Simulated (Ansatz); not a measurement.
A 2-atom cell of AgBr started from a crystallographic database was relaxed with 5 functionals in Ansatz 0.2.0, cell and atoms free, the symmetry of the start kept (meshes: PBE 8×8×8, r2SCAN 8×8×8, PBEsol 8×8×8, LDA 8×8×8, HSE06 6×6×6). No spin polarisation and no zero-point or thermal motion.

The PBEsol result:
```cif
data_structure
_symmetry_space_group_name_H-M 'Fm-3m'
_symmetry_Int_Tables_number 225
_cell_length_a 5.6741
_cell_length_b 5.6741
_cell_length_c 5.6741
_cell_angle_alpha 90.000
_cell_angle_beta 90.000
_cell_angle_gamma 90.000
_cell_volume 182.68
loop_
_atom_site_label
_atom_site_type_symbol
_atom_site_symmetry_multiplicity
_atom_site_Wyckoff_symbol
_atom_site_fract_x
_atom_site_fract_y
_atom_site_fract_z
_atom_site_occupancy
Ag1 Ag 4 a 0.00000 0.00000 0.00000 1
Br1 Br 4 b 0.50000 0.00000 0.00000 1
```

The symmetry is Fm-3m (No. 225, cubic); conventional cell a = 5.674 Å, 22.84 Å³ an atom. Ag has 6 Br at 2.84 Å; Br has 6 Ag at 2.84 Å.

**Question.** What lattice does r2SCAN give?

**Answer.** a = 5.786 Å; the volume differs by +6.0 % from PBEsol's. Ag is surrounded by 6 Br at 2.89 Å; Br is surrounded by 6 Ag at 2.89 Å.

**Question.** What lattice does HSE06 give?

**Answer.** a = 5.830 Å; the volume differs by +8.5 % from PBEsol's. Ag has 6 Br at 2.92 Å; Br has 6 Ag at 2.92 Å.

**Question.** Held at the r2SCAN cell, what mean stress do LDA and PBE find, and does its sign point to their own minimum?

**Answer.** Yes. LDA -5.08 GPa, and its relaxed volume is -10.1 % from r2SCAN's; PBE +1.20 GPa, and its relaxed volume is +3.0 % from r2SCAN's. Compression counts positive, so a positive stress asks for a larger cell.
